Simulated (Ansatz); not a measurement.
`CBOC(C)=O` + H–F → `CBF` + `CC(=O)O` at 400 K and 1 bar (ligand exchange at a B–O bond).

Program: Ansatz. Geometries: PBE0-D4/def2-TZVP. ΔE: electronic, gas phase. CCSD(T)/CBS is the MP2 limit (def2-TZVPP, def2-QZVPP) plus CCSD(T) − MP2 in def2-TZVPP, frozen cores. This one scheme is used for every species. Each species was taken in one conformer, which may not be the lowest.

```tsv
species	CCSD(T)/CBS energy (Eh)	H − E (kJ/mol)	S (J/(mol·K))
`CBOC(C)=O`	-293.56968	301.7	398.9
H–F	-100.39570	36.5	182.2
`CBF`	-165.10297	154.9	294.4
`CC(=O)O`	-228.87529	185.0	309.7
```

H − E and S are ideal-gas, rigid-rotor, harmonic terms from PBE0-D4/def2-TZVP, for one conformer and one mirror image of each species. 1 Eh = 2625.50 kJ/mol, R = 8.31446 J/(mol·K).

Task: By hand: ΔE, ΔH, ΔS and ΔG.

Result: ΔE = (-165.10297) + (-228.87529) − (-293.56968) − (-100.39570) = -0.01288 Eh = -33.8 kJ/mol. Δ(H − E) = 154.9 + 185.0 − 301.7 − 36.5 = 1.7, so ΔH = -32.1 kJ/mol. ΔS = 294.4 + 309.7 − 398.9 − 182.2 = 23.0 J/(mol·K). ΔG = -32.1 − 400 × (23.0)/1000 = -41.3 kJ/mol.

Task: By hand: the equilibrium constant, and the temperature at which ΔG would vanish if ΔH and ΔS stayed fixed.

Result: log₁₀ K = −ΔG/(RT ln 10) = 5.4. ΔH and −TΔS have one sign here, so there is no such temperature.

ΔH outweighs TΔS. A doubt of 5 kJ/mol in ΔE shifts log₁₀ K by 0.7 here. Other conformers and mirror images would add mixing entropy, several J/(mol·K) or more a flexible species. These are equilibria of isolated gas molecules and say nothing of rates. Largest T1 diagnostic: 0.015 (customary marks: 0.02 for closed shells, 0.045 for open ones).
